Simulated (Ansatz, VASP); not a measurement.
## Ba in VASP and in Ansatz

Contents of INCAR:

```
  PREC = Accurate
  ENCUT = 520
  EDIFF = 1E-7
  ISMEAR = 1
  SIGMA = 0.1
  LREAL = F
  LASPH = T
  NELM = 100
  ALGO = Normal
  ISIF = 2
  LWAVE = F
  LCHARG = F
  GGA = CA
  NBANDS = 11
```

The input KPOINTS:

```
regular mesh
0
Gamma
  9 9 9
```

File POSCAR:

```
Ba
1.0
   -2.3789385306      2.3789385306      2.3789385306
    2.3789385306     -2.3789385306      2.3789385306
    2.3789385306      2.3789385306     -2.3789385306
Ba
1
Direct
    0.0000000000      0.0000000000      0.0000000000
```

Input for Ansatz:

```yaml
crystal:
  lattice:
    - [-2.3789385306, 2.3789385306, 2.3789385306]
    - [2.3789385306, -2.3789385306, 2.3789385306]
    - [2.3789385306, 2.3789385306, -2.3789385306]
  atoms:
    - { symbol: Ba, position: [0.0, 0.0, 0.0] }
hamiltonian:
  xc: lda
  pseudopotentials:
    kind: paw
    azcp:
      Ba: "pseudopotentials/Ba.paw.azcp"
basis:
  ecutwfc: 420
  fft_grid_basis: typed
kpoints:
  mp_grid: { grid: [9, 9, 9], shift: [0, 0, 0] }
magnetization:
  spin_polarized: false
scf:
  occupations: { method: methfessel_paxton, width: 0.1 }
  lower_state_search: "off"
output:
  stress: true
```

Alike in both runs: task single point; functional LDA; k mesh 9 × 9 × 9; occupations methfessel-paxton of order 1, width 0.1 eV; no spin polarisation.

|  | VASP | Ansatz |
| --- | --- | --- |
| version | VASP 6.6.1 | Ansatz 0.2.0 |
| potentials or method | VASP PAW LDA potentials, release 64 (Ba_sv) | plane waves (420 eV) with PAW, scalar-relativistic |
| plane-wave cutoff (eV) | 520 | 420 |
| valence electrons in the cell | 10 | 10 |

```csv
,VASP,Ansatz,Ansatz less VASP
pressure (GPa),0.0,-0.1,-0.10
```

Ansatz warned: «pseudo_functional_mismatch».

Spin-orbit coupling is left out, which matters for the levels of Ba.
